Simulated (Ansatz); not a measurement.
We consider α-phase Li3N, described by r²SCAN (Ansatz, a first-principles code, PAW).

Settings: plane-wave cutoff 560 eV, 12×12×10 k mesh (along the axes of the cell as run), Fermi–Dirac smearing 0.01 eV, scalar-relativistic PAW data made under PBE.

Computed points:

| V (Å³/atom) | E − E_lowest (meV/atom) | P (GPa) |
|---|---|---|
| 10.443 | 3.26 | 2.480 |
| 10.660 | 0.79 | 1.181 |
| 10.878 | 0.00 | 0.001 |
| 11.095 | 0.74 | -1.073 |
| 11.313 | 2.87 | -2.049 |

Question: Fit the third-order Birch–Murnaghan equation and give B0 and B′.

Answer: V0 = 10.878 Å³/atom, B0 = 56.2 GPa, B′ = 3.8 (fit to the energies at full precision).

Shape and atoms are relaxed at each volume.
